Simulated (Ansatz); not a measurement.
Wanted: the native input for an Ansatz 0.2.0 run.

```
Task                                : band structure
Functional                          : r2SCANh
Potentials or basis                 : Ansatz PAW
Cutoff                              : 500 eV (not typed: the program's choice for these potentials)
k mesh                              : 4 × 4 × 4
Occupations                         : fermi-dirac, width 0.05 eV
Spin                                : no spin polarisation
Path                                : [["G", "X", "W", "K", "G", "L", "U", "W", "L", "K"], ["U", "X"]]
Points for each segment of the path : 4
```

MgS:

```
S Mg
1.0
     0.00000    2.83312    2.83312
     2.83312    0.00000    2.83312
     2.83312    2.83312    0.00000
S Mg
1 1
Direct
  0.25000 0.25000 0.25000
  0.00000 0.00000 0.00000
```

The cell comes from a database or a generator and needn't be the stable form of this composition.

The input as run:

input

```
crystal:
  lattice:
    - [0.0, 2.8331200468, 2.8331200468]
    - [2.8331200468, 0.0, 2.8331200468]
    - [2.8331200468, 2.8331200468, 0.0]
  atoms:
    - { symbol: S, position: [0.25, 0.25, 0.25] }
    - { symbol: Mg, position: [0.0, 0.0, 0.0] }
hamiltonian:
  xc: r2scanh
  pseudopotentials: { kind: paw }
kpoints:
  mp_grid: { grid: [4, 4, 4] }
  band_path:
    path:
      - [[0.0, 0.0, 0.0], [0.5, 0.0, 0.5], [0.5, 0.25, 0.75], [0.375, 0.375, 0.75], [0.0, 0.0, 0.0], [0.5, 0.5, 0.5], [0.625, 0.25, 0.625], [0.5, 0.25, 0.75], [0.5, 0.5, 0.5], [0.375, 0.375, 0.75]]
      - [[0.625, 0.25, 0.625], [0.5, 0.0, 0.5]]
    npoints: 4
scf:
  occupations: { method: fermi_dirac, width: 0.05 }
  n_extra_bands: 6
output:
  forces: true
  stress: true
  eigenvalues: true
  fatbands: false
  write_density: true
  write_potential: true
  elf: true
  volumetric_format: npy
```

It gave:

- Pressure: -0.3 GPa
- Band gap on the k mesh: 4.71 eV, direct
- Band gap along the path: 4.71 eV, direct

Caveat: the k mesh is coarse (spacing up to 0.48 Å⁻¹), so the values aren't converged, least of all with exact exchange; the PAW data sets come from PBE, with cores solved anew for the run's functional, which leaves a small shift of forces and pressure; the thresholds are loose for stress.

Run time: 27 s on 1 × NVIDIA H100 80GB HBM3 with 2 threads of AMD EPYC 7R13 Processor (Zen 3), with other jobs on the host, peak memory 1.5 GiB.
